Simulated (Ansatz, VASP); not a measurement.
**PbS (Galena): VASP beside Ansatz**

Wanted: the spread between two codes on one cell, functional and k mesh. The cell is taken from a series of runs on this material, whose earlier steps may have relaxed, scaled, displaced or heated it; both programs get it as it stands.

Program: Ansatz 0.2.0. Level of theory: plane waves, with VASP 6.6.1 beside it; single point at RPBE and single point at PBE. Results are calculated unless marked as measured.

## Step 1: Starting point

Symmetry: Fm-3m, No. 225, cubic system. The conventional cell has a = 6.050 Å, b = 6.050 Å, c = 6.050 Å, α = 90.00°, β = 90.00°, γ = 90.00°. Pb has 6 S at 3.02 Å nearest. S has 6 Pb at 3.02 Å nearest. Farther neighbours and most contacts between anions are not listed.

## Step 2: Ansatz: single point, RPBE

Ansatz runs on its default PAW (the set named soft_2) files.

A single point gives forces, pressure and levels at one fixed geometry, so differences don't come from the geometry; what else differs is listed under the comparison.

input.yaml

```yaml
crystal:
  lattice:
    - [0.0, 3.0248957, 3.0248957]
    - [3.0248957, 0.0, 3.0248957]
    - [3.0248957, 3.0248957, 0.0]
  atoms:
    - { symbol: Pb, position: [0.0, 0.0, 0.0] }
    - { symbol: S, position: [0.5, 0.5, 0.5] }
hamiltonian:
  xc: rpbe
  pseudopotentials: { kind: paw }
kpoints:
  mp_grid: { grid: [6, 6, 6] }
scf:
  occupations: { method: gaussian, width: 0.03 }
  n_extra_bands: 4
output:
  forces: true
  stress: true
  eigenvalues: true
```

Run with:

```sh
$ ansatz run input.yaml --threads 2 --pin off --max-ram 4608MiB --backend cpu --events-out ev --progress --plain --runs-dir out
```

Numbers of over 12 decimals in the logs are rounded to 6 here.

What it wrote:

```text
scf.n_extra_bands = 4 over 10 filled bands (N_el = 20.0): the run solves 14 bands
Engine: ansatz 0.2.0, aarch64-unknown-linux-gnu
Pseudopotentials: kind: paw
Pseudopotential: Pb, paw, valence charge 14, recommended cutoff 420 eV (normal), Pb.paw.azcp
Pseudopotential: S, paw, valence charge 6, recommended cutoff 420 eV (normal), S.paw.azcp
Functional definition: RPBE
  parameter kappa = 0.804
  parameter beta = 0.066725
  exchange = rpbe_x(kappa = kappa, mu = beta*pi^2/3)
  correlation = pbe_c(beta = beta)
Crystal: 2 atoms, lattice volume = 55.356 Å³
Basis set: ecut = 420 eV, 1067 PW (Γ), exchange–correlation on 60×60×60 points (8 copies of the dense FFT grid, shifted against one another)
Bands: 14, of which v1, the nominal top of the filled ones, is band 10 counted from 1 (9 counted from 0)
Symmetry: 48 space group operations
Space group: Fm-3m (ITA 225), of the structure as read, at distance tolerance 3.8e-5 Å
k-points: 16 of 216
Non-local potential: Pb, projectors of the file, l = 0: 2, l = 1: 2, l = 2: 2, l = 3: 2
Non-local potential: S, projectors of the file, l = 0: 2, l = 1: 2, l = 2: 2
PAW form: soft (Blöchl's): semilocal exchange-correlation on the pseudo side does not see the compensation charge
PAW frozen core: Pb, regenerated for the run's functional, and the local potential with it (the file was generated under x = pbe(κ = 0.804, μ = 0.219515), c = pbe(β = 0.066725))
PAW frozen core: S, regenerated for the run's functional, and the local potential with it (the file was generated under x = pbe(κ = 0.804, μ = 0.219515), c = pbe(β = 0.066725))
PAW one-centre angular grid: Pb, 590 points (default); XC on 64 Gauss nodes
PAW one-centre angular grid: S, 110 points (default); XC on 64 Gauss nodes
Initial density: superposition of atomic densities (neutral atoms: chi_scale 0, normalization atom), corrected by the library's trained network
Initial wavefunctions: pseudopotential atomic-orbital guess
Functional: x = rpbe, c = pbe(β = 0.066725)
SCF iter   1: F=—  HF=-12828.314101 eV  |F-HF|=—  |Δ(HF+E_count)|=         —  Δρ=3.47e-3  dr2=9.94e-3  ethr=1.77e-3  ⟨swp⟩=6.1  Hψ=1317  notcnv=0
preconditioner: auto → none  [insulator: Δε(μ)=0.684 eV  Ē_g=15.397 eV  σ=0.030 eV  W_gap=1.00  n_scr=14 (ndim 8)  ℏωp=22.3 eV  f_vac=0.003  D(μ)=0.00/eV (n_scr^D=0)  ε∞_Penn≈3.1]
SCF iter   2: F=—  HF=-12828.311410 eV  |F-HF|=—  |Δ(HF+E_count)|=   2.69e-3  Δρ=1.44e-3  dr2=1.66e-3  ethr=4.97e-5  ⟨swp⟩=2.9  Hψ=572  notcnv=0
SCF iter   3: F=—  HF=-12828.311248 eV  |F-HF|=—  |Δ(HF+E_count)|=   1.61e-4  Δρ=4.95e-4  dr2=1.91e-4  ethr=8.29e-6  ⟨swp⟩=1.9  Hψ=269  notcnv=0
SCF iter   4: F=—  HF=-12828.311236 eV  |F-HF|=—  |Δ(HF+E_count)|=   1.20e-5  Δρ=6.30e-5  dr2=2.13e-6  ethr=9.56e-7  ⟨swp⟩=2.2  Hψ=283  notcnv=0
SCF iter   5: F=—  HF=-12828.311226 eV  |F-HF|=—  |Δ(HF+E_count)|=   1.03e-5  Δρ=1.29e-5  dr2=2.82e-8  ethr=1.07e-8  ⟨swp⟩=2.0  Hψ=382  notcnv=0
SCF iter   6: F=-12828.311226 eV  HF=-12828.311226 eV  |F-HF|=5.77e-9  |Δ(HF+E_count)|=   2.58e-7  Δρ=3.38e-6  dr2=9.33e-9  ethr=1.41e-10  ⟨swp⟩=3.0  Hψ=843  notcnv=0
SCF 1 converged in 6 iterations: F = -12828.311226 eV  dr2 = 9.33e-9
  greatest PAW one-centre occupation: 0.982 electrons in one spin orbital (limit 2), on the Pb atom at site 0 (counted from 0), in its partial waves of l = 2
SCF converged after 6 iterations
Free energy (F): -12828.311226 eV
Harris-Foulkes:  -12828.311226 eV  (|F-HF|=5.77e-9)
Internal energy: -12828.311226 eV  (E = F + TS)
E sigma→0 (E₀):  -12828.311226 eV
Fermi energy:    7.948293 eV
--- Per-component energies (eV) ---
  E_band       = -67.772639
  E_kinetic    = 392.024551
  E_local      = -1264.773323  (includes V_loc(G=0)·N_el)
  E_nonlocal   = 377.754019
  E_hartree    = 490.574380
  E_xc         = -318.622452
  E_vxc        = -219.383747  (∫ρ·V_xc dr)
  E_paw        = -11021.544173  (= ΣΔE_a)
  E_vpaw       = -334.545042  (= ΣTr[D̂ρ^β])
  E_aug_tail   = 0.000051  (compensation charges beyond the density's cutoff)
  E_ewald      = -1483.765788
  E_core_change = 0.041508  (= ΣΔE_core)
  E_smearing   = -0.000000  (= −TS)
  E_closure    = 0.000000  (closes the sum)
  Σ components = -12828.311226   (vs F -12828.311226, Δ=0.00e0)
--- Forces (eV/Å), atoms counted from 1 ---
  atom   1  Pb    -0.00000000     0.00000000    -0.00000000
  atom   2  S      0.00000000     0.00000000     0.00000000
  max |Σ_I F_I| component: 5.92e-31 eV/Å
--- Stress (GPa, compression-positive) ---
        0.780078       0.000000      -0.000000
        0.000000       0.780078      -0.000000
       -0.000000      -0.000000       0.780078
  P = ⅓ Tr σ = 0.7801 GPa (7.801 kbar)
--- Band table (eV; the first three rows and the last of 16) ---
  k-point 0: bands = [... 6 lower, 1.5723, 5.7709, 5.7709, 5.7709, 12.7636, 12.7636, 12.7636, 14.5766]
  k-point 1: bands = [... 6 lower, 0.9555, 5.8365, 5.8365, 6.2162, 11.1282, 11.6987, 11.6987, 14.5341]
  k-point 2: bands = [... 6 lower, -0.1961, 6.0049, 6.0049, 7.0018, 9.2719, 10.3516, 10.3516, 15.1938]
  k-point 15: bands = [... 6 lower, 0.0993, 3.3392, 4.1281, 6.0644, 10.8432, 12.0836, 12.7223, 14.4868]
```

Reading the cycles: dr2 is the Hartree energy of the density residual (eV), the measure of convergence; HF is the Harris–Foulkes estimate of the energy, which meets the free energy F at convergence.

The run ends at a pressure of 0.78 GPa.

## Step 3: VASP: single point, RPBE

The same cell, functional, mesh and smearing now go to VASP, with its own data sets and cutoff.

Lines of VASP's logs that name or quote its potential files are left out, and so is its time.

INCAR

```
SYSTEM = PbS
PREC = Accurate
ENCUT = 520
EDIFF = 1E-06
NELM = 100
ISMEAR = 0
SIGMA = 0.03
LREAL = .FALSE.
ALGO = Normal
GGA = RP
NBANDS = 17
LORBIT = 11
LWAVE = .FALSE.
LCHARG = .FALSE.
KPAR = 2
ISIF = 2
```

POSCAR

```
PbS
1.0
    0.0000000000      3.0248957000      3.0248957000
    3.0248957000      0.0000000000      3.0248957000
    3.0248957000      3.0248957000      0.0000000000
Pb S
1 1
Direct
    0.0000000000      0.0000000000      0.0000000000
    0.5000000000      0.5000000000      0.5000000000
```

KPOINTS

```
Automatic mesh
0
Gamma
6 6 6
0 0 0
```

The projector-augmented-wave data sets are Pb_d_GW and S_GW (PBE family, release 64).

Run with:

```sh
$ mpirun -np 2 vasp_std
```

What it wrote:

```text
[banner, memory and clock lines left out]
running    2 mpi-ranks, on    1 nodes
 distrk:  each k-point on    1 cores,    2 groups
 distr:  one band on    1 cores,    1 groups

 POSCAR found type information on POSCAR PbS
 POSCAR found :  2 types and       2 ions
|                                                                             |
|               ----> ADVICE to this user running VASP <----                  |
|                                                                             |
|     You enforced a specific xc type in the INCAR file but a different       |
|     [... a line on the potential file left out ...]
|     I HOPE YOU KNOW WHAT YOU ARE DOING!                                     |
|                                                                             |

 LDA part: xc-table for (Slater+PW92), standard interpolation
 POSCAR, INCAR and KPOINTS ok, starting setup
 FFT: planning ... GRIDC
 FFT: planning ... GRID_SOFT
 FFT: planning ... GRID
 WAVECAR not read
 entering main loop
       N       E                     dE             d eps       ncg     rms          rms(c)
DAV:   1     0.176195641018E+03    0.17620E+03   -0.10821E+04   644   0.192E+03
DAV:   2    -0.551807979359E-01   -0.17625E+03   -0.17126E+03   706   0.451E+02
DAV:   3    -0.844350383960E+01   -0.83883E+01   -0.83420E+01   817   0.105E+02
DAV:   4    -0.862745124707E+01   -0.18395E+00   -0.18371E+00   876   0.129E+01
DAV:   5    -0.863890206781E+01   -0.11451E-01   -0.11450E-01   824   0.239E+00    0.302E+00
DAV:   6    -0.808952321383E+01    0.54938E+00   -0.22791E+00   855   0.115E+01    0.101E+00
DAV:   7    -0.809081703014E+01   -0.12938E-02   -0.13336E-01   736   0.255E+00    0.592E-01
DAV:   8    -0.809987779402E+01   -0.90608E-02   -0.24067E-02   653   0.260E+00    0.964E-02
DAV:   9    -0.810005047214E+01   -0.17268E-03   -0.39309E-03   872   0.897E-01    0.467E-02
DAV:  10    -0.810019278670E+01   -0.14231E-03   -0.34793E-04   670   0.156E-01    0.221E-02
DAV:  11    -0.810024442970E+01   -0.51643E-04   -0.24858E-04   758   0.172E-01    0.808E-03
DAV:  12    -0.810024973664E+01   -0.53069E-05   -0.16934E-05   735   0.282E-02    0.224E-03
DAV:  13    -0.810024985499E+01   -0.11835E-06   -0.91435E-07   608   0.147E-02
   1 F= -.81002499E+01 E0= -.81002499E+01  d E =-.235082E-22
```

From OUTCAR (step 3):

```text
ion  position               nearest neighbor table
   1  0.000  0.000  0.000-
   2  0.500  0.500  0.500-

  LATTYP: Found a face centered cubic cell.
 ALAT       =     6.0497914000

 Subroutine GETGRP returns: Found 48 space group operations
 (whereof 48 operations were pure point group operations)

The static configuration has the point symmetry O_h .

 Found     16 irreducible k-points:

   k-points           NKPTS =     16   k-points in BZ     NKDIM =     16   number of bands    NBANDS=     17

   dimension x,y,z NGX =    32 NGY =   32 NGZ =   32
   dimension x,y,z NGXF=    64 NGYF=   64 NGZF=   64

   ENCUT  =  520.0 eV  38.22 Ry    6.18 a.u.   7.95  7.95  7.95*2*pi/ulx,y,z

   NELECT =      22.0000    total number of electrons

 k-points in reciprocal lattice and weights: Automatic mesh
   0.00000000  0.00000000  0.00000000       0.005
   0.16666667  0.00000000  0.00000000       0.037
   0.33333333  0.00000000  0.00000000       0.037
   0.50000000  0.00000000  0.00000000       0.019
   0.16666667  0.16666667  0.00000000       0.028
   0.33333333  0.16666667  0.00000000       0.111
   0.50000000  0.16666667  0.00000000       0.111
  -0.33333333  0.16666667  0.00000000       0.111
  -0.16666667  0.16666667  0.00000000       0.056
[...]
-0.33333333  0.33333333  0.16666667       0.111
  -0.33333333  0.50000000  0.16666667       0.056

 average (electrostatic) potential at core
       1 -52.2309       2 -91.0816

 E-fermi :   3.6751

 k-point     1 :       0.0000    0.0000    0.0000
  band No.  band energies     occupation
    ...
      7      -9.8131      2.00000
      8      -2.8490      2.00000
      9       1.3684      2.00000
     10       1.3684      2.00000
     11       1.3684      2.00000
     12       8.3572      0.00000
     13       8.3572      0.00000
     14       8.3572      0.00000
     15      10.1824      0.00000
     16      10.1824      0.00000
    ...

 k-point     2 :       0.1667    0.0000    0.0000
  band No.  band energies     occupation
    ...
      7      -9.6033      2.00000
      8      -3.4640      2.00000
      9       1.4345      2.00000
     10       1.4345      2.00000
     11       1.8118      2.00000
     12       6.7231      0.00000
     13       7.2950      0.00000
     14       7.2950      0.00000
     15      10.1362      0.00000
     16      10.7479      0.00000
    ...

 k-point     3 :       0.3333    0.0000    0.0000
  band No.  band energies     occupation
    ...
      7      -9.0801      2.00000
      8      -4.6142      2.00000
      9       1.6042      2.00000
     10       1.6042      2.00000
     11       2.5951      2.00000
     12       4.8664      0.00000
     13       5.9485      0.00000
     14       5.9485      0.00000
     15      10.7950      0.00000
     16      12.0936      0.00000
    ...

  Total        0.2371991      0.2371991      0.2371991      0.0000000      0.0000000      0.0000000
  in kB        6.8653457      6.8653457      6.8653457      0.0000000      0.0000000      0.0000000
  external PRESSURE =       6.8653457 kB  Pullay stress =       0.0000000 kB

  energy-cutoff  :      520.00
  volume of cell :       55.36
      direct lattice vectors                 reciprocal lattice vectors
     0.000000000  3.024895700  3.024895700    -0.165294955  0.165294955  0.165294955
     3.024895700  0.000000000  3.024895700     0.165294955 -0.165294955  0.165294955
     3.024895700  3.024895700  0.000000000     0.165294955  0.165294955 -0.165294955

 POSITION                                       TOTAL-FORCE (eV/Angst)
 -----------------------------------------------------------------------------------
      0.00000      0.00000      0.00000        -0.000000     -0.000000     -0.000000
      3.02490      3.02490      3.02490         0.000000      0.000000      0.000000
 -----------------------------------------------------------------------------------
    total drift:                                0.000000     -0.000000     -0.000000

  FREE ENERGIE OF THE ION-ELECTRON SYSTEM (eV)
  ---------------------------------------------------
  free  energy   TOTEN  =        -8.1002498550 eV

  energy  without entropy=       -8.1002498550  energy(sigma->0) =       -8.10024985

 total charge
# of ion       s       p       d       f       tot
--------------------------------------------------
    1        3.532   0.461   9.846   0.014  13.853
    2        1.339   2.313   0.013   0.000   3.666
--------------------------------------------------
tot          4.871   2.774   9.859   0.014  17.518

[... 3 further parts left out ...]
```

The PAW data sets were made with PBE, which is usual practice but a small mismatch for other functionals.

## Step 4: Comparison

Known differences besides the potentials themselves: the data sets hold 20 valence electrons in Ansatz (default PAW (the set named soft_2) files) and 22 in VASP; the cutoff is 420 eV in Ansatz and 520 eV in VASP; Ansatz makes its cores anew for this functional, VASP keeps those of its PBE data sets; VASP leaves aspherical gradient terms in its spheres out (LASPH is not set), Ansatz keeps them. Total energies have different zeros and are not compared.

The two programs side by side:

| quantity | Ansatz | VASP | difference |
| --- | --- | --- | --- |
| pressure (GPa) | 0.78 | 0.69 | +0.09 |
| gap on the k mesh (eV) | 0.660 | 0.665 | -0.005 |

A gap on the mesh is an upper bound, since the band edges may lie between its points; neither run holds spin-orbit coupling, which can move the band edges of a compound of Pb.

## Step 5: Further runs

Further runs change the set-up of one program: Ansatz's method, potentials or start, or VASP's data sets, cutoff or form of LDA. The table gives Ansatz less VASP for each quantity, since a change that brings one quantity closer may part another.

| run | pressure (GPa) | gap on the k mesh (eV) |
| --- | --- | --- |
| as above | 0.094 | -0.0050 |
| VASP with the data sets Pb_d and S_h and a cutoff of 650 eV | 0.0066 | -0.0058 |

[end of part 1 of 2]

[Lines on the potential files, build, host, timing and source positions are cut from VASP's logs without a mark.]

[Logs are printed without paths, hosts, clocks, repeated set-up lines and the standing remarks that a program may print on its own settings, such as how far it seeks lower states.]

[Hosts, paths, dates, database ids (printed as entryN), source tags and the programs' standing remarks are cut or masked in the printed files.]
